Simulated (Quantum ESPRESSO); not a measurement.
# Sr under changes of volume

One of the cells (55.009 Å³/atom); the others are scaled copies at fixed shape and fractional positions:

```
Sr
1.0
     7.06595    0.00000    0.00000
    -3.53298    6.11929    0.00000
     0.00000    0.00000    3.81663
Sr
3
Direct
  0.66578 0.00000 0.00000
  0.33422 0.33422 0.00000
  0.00000 0.66578 0.00000
```

This isn't the form of Sr at room conditions, which is fcc.

```yaml
Program: Quantum ESPRESSO 7.5
Functional: PBE
Potentials_or_basis: SSSP 1.3 efficiency PBE
Cutoff: 748 eV
Density_cutoff: 5987 eV
k_mesh: 5 × 5 × 7
Occupations: fermi-dirac, width 0.05 eV
Spin: no spin polarisation
```

| volume (Å³/atom) | energy over the lowest point (meV/atom) | pressure (GPa) | largest force (eV/Å) |
| --- | --- | --- | --- |
| 51.708 | ? | ? | ? |
| 52.808 | 1.38 | 0.4 | 0.016 |
| 53.908 | 0.10 | 0.2 | 0.015 |
| 55.009 | 0.00 | 0.0 | 0.014 |
| 56.109 | 0.89 | -0.1 | 0.014 |
| 57.209 | 2.63 | -0.3 | 0.013 |
| 58.309 | 5.15 | -0.4 | 0.012 |

Problem. What does the run at 51.708 Å³/atom give?

Solution. Energy over the lowest point 4.06 meV/atom; pressure 0.6 GPa; largest force 0.017 eV/Å.

Worked out: A Birch-Murnaghan fit of order 3 (a polynomial in V^(-2/3)) to the other rows has its minimum at 54.57 Å³/atom with B0 = V·E''(V) = 7.7 GPa and B' = 6.1 at fixed shape and positions, which overstates the stiffness. It gives 3.98 meV/atom at 51.708 Å³/atom, against the run's 4.06, and -dE/dV = 0.5 GPa, against 0.6.

Energies are extrapolated to zero smearing.
